**Question**

I have the band gap of PbSe, computed with several functionals in one and the same cell, and the PBE result is still covered. Lead selenide has a gap of a few tenths of an electronvolt, yet the values I can see run from below 0.2 to above 1.5 eV. Can the PBE value be worked out from the others, and why do the functionals fall in this order?

Plane-wave Kohn-Sham DFT with ABINIT 10.8.3 and PAW datasets for PbSe (Fm-3m) in one fixed two-atom cell with edges of 4.328 Å. All runs use an 8 × 8 × 8 k mesh and Fermi-Dirac occupations with a smearing width of 0.05 eV, without spin polarisation, spin-orbit coupling or a dispersion correction.

```csv
functional,potentials,wave cutoff,gap on mesh (eV),direct gap on mesh (eV)
PBE,JTH-PAW-PBE-v2.0-sp,408.171 eV,?,?
PBEsol,JTH-PAW-PBE-v2.0-sp,408.171 eV,0.216,0.216
r2SCAN,JTH-PAW-LDA-v2.0-sp,489.805 eV,0.617,0.617
HLE16,JTH-PAW-PBE-v2.0-sp,408.171 eV,1.537,1.537
LDA-VWN,JTH-PAW-LDA-v2.0-sp,408.171 eV,0.204,0.204
SOGGA,JTH-PAW-PBE-v2.0-sp,408.171 eV,0.175,0.175
```

"Gap on mesh" is the distance from the highest filled to the lowest empty level over all sampled k points. "Direct gap on mesh" is the smallest such distance at a single k point. Between the sampled points a gap could be smaller. The makers of the data advise caution about this for a gap as small as that of SOGGA, but the advice comes from their tests on other systems. The SOGGA run itself gave no warning, and its gap along the band path is also 0.175 eV. The rows are a selection, without runs that failed or met a known fault of the program and without some that had graver warnings.

**Answer**

The figures to remember are 3 eV and twice 1.5 eV. The gap of PbSe is what remains when two displacements of nearly 1.5 eV each are taken from a distance of about 3 eV. A shift of a few hundredths of an electronvolt is small beside any of these parts, but it changes the gap noticeably.

The PBEsol levels show this directly. Both band edges sit at the point L of the Brillouin zone, where the upper valence levels consist of a pair and a single level above it. The empty levels mirror this, with a single level below a pair. The pairs are 3.119 eV apart, the single valence level lies 1.468 eV above its pair and the single conduction level 1.435 eV below its own, which leaves 0.216 eV.

The valence displacement has a well-known chemical cause, argued here from symmetry and not read from the levels. At L, symmetry lets the filled Pb 6s orbital mix with the Se 4p orbital that points along the direction of L. The 6s level lies deeper, so the antibonding mixture is pushed up and becomes the top of the valence band. The two other Se 4p orbitals stand across that direction, don't mix with 6s and form the pair. Coupling between neighbouring Se atoms is expected to work the other way and lower the orbital along L, so the 1.468 eV is what remains of a larger push. The same kind of coupling is the expected cause of the conduction displacement. At L, Pb 6p can't mix with Se 4p, and coupling between neighbouring Pb atoms puts the 6p orbital along L below its pair, opposed in part by the deep Se 4s level. The levels give only the net size of each displacement.

Small changes in these parts decide the order of the three small gaps, though the levels don't tell why each functional changes them as it does. From PBEsol to SOGGA the pairs move apart by 0.014 eV, which alone would widen the gap. But the valence displacement grows by 0.019 eV and the conduction displacement by 0.037 eV, so the gap shrinks. LDA and PBEsol differ by only 0.012 eV and use different potentials, so I wouldn't rank those two.

**A forecast for PBE**

LDA uses only the local density, while PBEsol, SOGGA and PBE add corrections for its gradient. Two coefficients set the strength of these corrections when the density varies slowly. For exchange the coefficient is 10/81, or about 0.123, in PBEsol and SOGGA, and 0.22 in PBE. For correlation it is 0.046 in PBEsol and 0.067 in PBE, and also in SOGGA if that is combined with PBE correlation, as is usual.

The simple model lets the gap change in proportion to each coefficient. It ignores that SOGGA's exchange takes another form where the gradients are large. PBEsol and SOGGA then differ in correlation only, and a rise of 0.021 in that coefficient lowers the gap by 0.041 eV. The full correlation term of PBEsol thus costs

$$0.041 \times \frac{0.046}{0.021} \approx 0.090\ \text{eV}.$$

PBEsol still lies 0.012 eV above LDA, so its exchange term must add $0.012 + 0.090 = 0.102$ eV. These two parts are steps of the estimate, not separately computed effects.

PBE shares its correlation coefficient with SOGGA and has the stronger exchange term. Starting from SOGGA,

$$E_\text{gap}(\text{PBE}) \approx 0.175 + 0.102 \times \frac{0.22-0.123}{0.123} \approx 0.255\ \text{eV}.$$

Three rows fix the three constants of this model, so it reproduces LDA, PBEsol and SOGGA by construction, and PBE is its first test. As error bar I take the distance to the simplest alternative, in which gradients don't matter and PBE gets the mean of the three small gaps. That gives 0.255 ± 0.056 eV, or about 0.20 to 0.31 eV. The bar is a judgement, not a statistical error. I also expect a direct gap, above those of LDA, PBEsol and SOGGA and far below that of r2SCAN.

**The computed value**

The withheld rows as computed:

```csv
functional,potentials,wave cutoff,gap on mesh (eV),direct gap on mesh (eV)
PBE,JTH-PAW-PBE-v2.0-sp,408.171 eV,0.309,0.309
```

PBE gives 0.309 eV, just inside the upper end of the range. The gap is direct, larger than the three small ones and half that of r2SCAN, so the qualitative forecasts hold. The central value is 0.054 eV too low, or 18 % of the computed gap, which uses up nearly the whole error bar. The mean of the three small gaps would have missed by twice as much.

The miss lies in the step from SOGGA to PBE, for which the model allows 0.080 eV and the calculation gives 0.134 eV. The direction fits a stronger exchange correction that widens the gap, but the size shows that the assumed proportionality is too crude or its starting point is off. That starting point is LDA, the only one of these four runs with LDA potentials. The charge inside the Se sphere hints that it stands apart. On the PBE potentials this charge rises with the gap, from 3.881 electrons in SOGGA through 3.894 in PBEsol to 3.912 in PBE, whereas LDA holds 3.905 and has a smaller gap than PBEsol. The correlation term is also expected to level off as its coefficient grows, which would make the 0.090 eV, and with it the forecast, too small. The model counts the whole step from PBEsol to SOGGA as correlation, but if SOGGA's weaker exchange at large gradients caused part of that narrowing, the forecast would fall further, so this would not explain the miss. An LDA run on the PBE potentials would test the starting point, and a run joining PBEsol exchange to PBE correlation would test that step. The printed output below lists the steps.

**The two large gaps**

r2SCAN gives nearly three times the PBEsol gap. It also uses the kinetic-energy density of the orbitals, so its potential acts differently on different orbitals, and theory expects such a potential to set filled and empty levels further apart. How much of the increase comes from this is open, because the run also used LDA potentials and a higher cutoff, gave a warning about very low densities and ended with an implausible, positive total energy.

HLE16 gives about seven times the PBEsol gap. It was designed with strengthened exchange to raise gaps, so the direction is no surprise. However, its potentials were made for PBE and are unfit for so strongly reshaped a functional. The 1.537 eV can't be divided between functional and potentials.

**Which value to use**

None of them should be taken as a prediction of the measured gap, although that lies between one and three tenths of an electronvolt up to room temperature (a recalled range), and the small gaps fall within it. Spin-orbit coupling is left out, and in lead salts it is strong. It mixes the single conduction level, which is expected to be largely Pb 6p, with the pair above and pushes it down, which narrows the gap and can even make the band edges change places. The closeness of SOGGA, LDA and PBEsol to experiment is therefore probably a cancellation of errors, which only runs with spin-orbit coupling could show. The order also belongs to this fixed cell, since the gap of PbSe is expected to shrink under compression and each functional prefers its own cell size. By the computed pressures PBE would expand the cell, while LDA, PBEsol and SOGGA would contract it. Relaxing the cells should therefore widen the lead of PBE over these three.

Numerical output:

```
fit of gap_on_mesh on 3 rows (small > 0): constant 0.1983 +/- 0.012; rms 0.0172, worst SOGGA 0.0233, leave-one-out rms 0.0258
  rows outside the fit (model, value, miss): PBE 0.1983, 0.309, -0.111; r2SCAN 0.1983, 0.617, -0.419; HLE16 0.1983, 1.537, -1.34
Forecast of the PBE gap from the two gradient terms, eV: 0.2546
Error bar of the forecast (distance to the mean of the three small gaps), eV: 0.05628
Lower end of the forecast, eV: 0.1983
Upper end of the forecast, eV: 0.3109
Computed PBE gap, eV: 0.309
Computed PBE gap less forecast, eV: 0.05438
PBE direct gap less smallest gap, eV: 0
Model step from SOGGA to PBE (exchange only), eV: 0.07962
Computed step from SOGGA to PBE, eV: 0.134
Computed step from PBEsol to PBE, eV: 0.093
Step from LDA to PBEsol, eV: 0.012
Step from PBEsol to SOGGA, eV: -0.041
Gap of r2SCAN over gap of PBEsol, ratio: 2.856
Gap of HLE16 over gap of PBEsol, ratio: 7.116
PBEsol at L, distance between the valence pair and the conduction pair, eV: 3.119
PBEsol at L, single valence level above its pair, eV: 1.468
PBEsol at L, single conduction level below its pair, eV: 1.435
LDA to PBEsol, change of the pair distance, eV: 0.0689
LDA to PBEsol, change of the valence displacement, eV: 0.0521
LDA to PBEsol, change of the conduction displacement, eV: 0.0047
PBEsol to SOGGA, change of the pair distance, eV: 0.0145
PBEsol to SOGGA, change of the valence displacement, eV: 0.0188
PBEsol to SOGGA, change of the conduction displacement, eV: 0.037
```
